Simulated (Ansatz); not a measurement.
Method: DFT PBE, scalar-relativistic, plane waves, PAW in Ansatz 0.2.0. All cells share a 420 eV cutoff and Γ-centred k meshes spaced at most about 0.3 Å⁻¹ (about 0.25 or finer for metals, 2π included). No spin polarisation in the final relaxations.

Temperature and zero-point effects are left out.

Two forms of Ir3O were relaxed alike.

A.

Space group P-6m2 (No. 187). a = 2.752 Å, b = 2.752 Å, c = 7.869 Å, α = 90.00°, β = 90.00°, γ = 120.00°
```json
{"atom": "Ir", "site": "1b", "symmetry": "-6m2", "x": "0.0000", "y": "0.0000", "z": "0.5000"}
{"atom": "Ir", "site": "2i", "symmetry": "3m.", "x": "0.6667", "y": "0.3333", "z": "0.7775"}
{"atom": "O", "site": "1a", "symmetry": "-6m2", "x": "0.0000", "y": "0.0000", "z": "0.0000"}
```

B.

Space group Im-3m (No. 229). a = 4.949 Å, b = 4.949 Å, c = 4.949 Å, α = 90.00°, β = 90.00°, γ = 90.00°
| atom | site | symmetry | x | y | z |
| --- | --- | --- | --- | --- | --- |
| Ir | 6b | 4/mm.m | 0.5000 | 0.0000 | 0.0000 |
| O | 2a | m-3m | 0.0000 | 0.0000 | 0.0000 |

Question: Which is lower in energy, and by how much?

Answer: A is lower, by 0.86 eV/atom. A has space group P-6m2 (No. 187), 12.9 Å³/atom and no gap on its mesh; B has space group Im-3m (No. 229), 15.1 Å³/atom and no gap. Counting Ir atoms around O (those within 1.25 times the shortest such distance or 1.15 times the sum of covalent radii; the shortest distance is added where it is long for a bond), A has O 6 and B has O 6 from 2.5 Å. The denser one is the lower, and pressure would at first widen the difference. Even the lower one lies +0.35 eV/atom against the reference forms of the elements (uncorrected), so neither is stable at this level. In A, around Ir on a site of symmetry -6m2 lie 12 Ir at 2.70–2.75 Å; Ir on a site of symmetry 3m is surrounded by 3 O at 2.36 Å and 9 Ir at 2.70–2.75 Å; O is surrounded by 6 Ir at 2.36 Å and 6 O at 2.75 Å. In B, Ir has 2 O at 2.47 Å and 4 Ir at 2.47 Å; O has 6 Ir at 2.47 Å. Both come from invented guesses.

These runs have no spin–orbit coupling, which can matter for Ir. In P-6m2, Im-3m an odd number of electrons in the primitive cell allows no gap without spin; a larger cell or a magnetic state could open one. Cells relaxed within their symmetry can be saddle points.

The preference for A probably comes from how much metallic bonding each structure keeps. Its coordinates describe close-packed Ir slabs three layers thick, separated by sheets of oxygen in trigonal prisms, so the Ir–Ir contacts of 2.70–2.75 Å stay close to those of the element and much of its strong 5d cohesion survives. In B, Ir and O together fill a simple cubic lattice. This open packing leaves each Ir few metal neighbours and squeezes them to 2.47 Å, well below the usual metallic distance.

Oxygen gains little in either form: Ir–O distances of 2.36 and 2.47 Å are both long for such a bond, which suggests weak Ir 5d–O 2p overlap. The oxygen in A therefore interrupts the metal without repaying the lost Ir–Ir bonding, in keeping with the positive energy against the elements. Since IrO₂ is a well-known stable oxide, separation into Ir and IrO₂ should be more favourable still than separation into the elements. The comparison ranks two trial structures and doesn't establish the best arrangement at this composition.
